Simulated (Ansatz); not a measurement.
## MgO in Ansatz: the effect of functional

Crystal: MgO.

```xyz
4
Lattice="3.3513 0.0000 0.0000 -1.6757 2.9023 0.0000 0.0000 0.0000 5.0485" Properties=species:S:1:pos:R:3 pbc="T T T"
Mg    1.6757    0.9674    2.5351
Mg    0.0000    1.9349    0.0109
O     1.6757    0.9674    4.5559
O     0.0000    1.9349    2.0317
```

Measurements of this composition are mostly on another form, of space group No. 225.

The cell isn't the ideal one: volume scaled by 1.04.

Alike in all runs:

```yaml
Program: Ansatz 0.2.0
Task: single point
Potentials_or_basis: Ansatz PAW
k_mesh: 9 × 9 × 6
Occupations: fermi-dirac, width 0.05 eV
Spin: no spin polarisation
```

| functional | cutoff | gap on the mesh (eV) | pressure (GPa) | largest force (eV/Å) |
| --- | --- | --- | --- | --- |
| LDA | 420 eV (not typed: the program's choice for these potentials) | 3.15 | -8.4 | 0.07 |
| PBEsol | 420 eV (not typed: the program's choice for these potentials) | ? | ? | ? |
| r2SCAN | 500 eV (not typed: the program's choice for these potentials) | 3.92 | -5.1 | 0.06 |

**Question.** What does the run with functional PBEsol give?

**Answer.** gap on the mesh 3.14 eV; pressure -4.1 GPa; largest force 0.04 eV/Å.

Caveats: odd divisions of the mesh miss points on the zone boundary, where band edges often lie, so the gap on the mesh can be too wide; the PAW data sets come from PBE, with cores solved anew for the run's functional, which leaves a small shift of forces and pressure.

A k mesh can miss the band edges.
